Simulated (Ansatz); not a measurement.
**AlN (F-43m), a vibration from a frozen displacement**

These are results of DFT r2SCAN, scalar-relativistic, plane waves, PAW (Ansatz), not measurements. The runs took a 500 eV cutoff, a Γ-centred 10×10×10 mesh and Gaussian smearing (0.05 eV). No spin polarisation. Energies are free energies at this smearing, counted from the undisturbed cell; pressure is positive in compression.

The starting cell (as given, not relaxed at this level; it stands at 0.3 GPa; this zinc-blende form isn't the usual structure):

```
Al N
1.0
     0.00000    2.18399    2.18399
     2.18399    0.00000    2.18399
     2.18399    2.18399    0.00000
Al N
1 1
Direct
  0.00000 0.00000 0.00000
  0.75000 0.75000 0.75000
```

Every Al atom is moved by x along the Cartesian unit vector (0.000, -0.707, -0.707); the cell and all other atoms stay fixed. The cell's volume is 20.83 Å³; the moved atoms weigh 26.982 u together and the others 14.007 u. Some rows repeat others by symmetry and weren't run.

| x (Å) | ΔE (meV/cell) | total force on the moved atoms along the move (eV/Å) | pressure (GPa) |
| --- | --- | --- | --- |
| -0.3000 | 724.14 | 5.1540 | 12.1712 |
| -0.2625 | 545.59 | 4.3776 | 9.2835 |
| -0.2250 | 395.18 | 3.6526 | 6.8270 |
| -0.1875 | 271.08 | 2.9730 | 4.7829 |
| -0.1500 | 171.72 | 2.3315 | 3.1347 |
| -0.1125 | 95.82 | 1.7211 | 1.8681 |
| -0.0750 | 42.34 | 1.1343 | 0.9719 |
| -0.0375 | 10.55 | 0.5631 | 0.4376 |
| 0.0000 | 0.00 | 0.0000 | 0.2602 |
| 0.0375 | 10.55 | -0.5631 | 0.4376 |
| 0.0750 | 42.34 | -1.1343 | 0.9719 |
| 0.1125 | 95.82 | -1.7211 | 1.8681 |
| 0.1500 | 171.72 | -2.3315 | 3.1347 |
| 0.1875 | 271.08 | -2.9730 | 4.7829 |
| 0.2250 | 395.18 | -3.6526 | 6.8270 |
| 0.2625 | 545.59 | -4.3776 | 9.2835 |
| 0.3000 | 724.14 | -5.1540 | 12.1712 |

Question: What frequency belongs to this motion?

Answer: The force constant is k = −dF/dx = 15.017 eV/Å², from the parabola through x = -0.0375, 0 and 0.0375. In every cell the moved atoms swing against the rest, so the mass is μ = m₁m₂/(m₁ + m₂) = 9.220 u, and ν̃ = 521.5 cm⁻¹ × √(|k|/μ) = 665 cm⁻¹. To first order in x, and within 1 %, the force on every atom lies along the move and, within each of the two groups, in proportion to the atom's mass, so this is itself a mode at the zone centre of this cell, taken without macroscopic field (the transverse frequency in a polar insulator).

Question: How far does the harmonic law reach?

Answer: At x = -0.300 Å, kx²/2 = 675.77 meV against the computed 724.14 meV (+7.2 %): the well is still close to harmonic there.

Question: The pressure changes with x². What does that say about the frequency under compression?

Answer: With E = k(V)x²/2, k ∝ V^(−2γ) and x scaling with the cell as V^(1/3), P − P0 = −∂E/∂V = (2γ − 2/3) ΔE/V. At x = 0.0750 Å, V(P − P0) = 20.83 × 0.71171 / 160.2 eV = 92.55 meV and ΔE = 42.34 meV, so γ = 1/3 + V(P − P0)/(2ΔE) = 1.43. This is the Grüneisen parameter of the motion under uniform scaling of the cell: shrinking the cell evenly by 1 % in volume raises the frequency by about 1.43 %.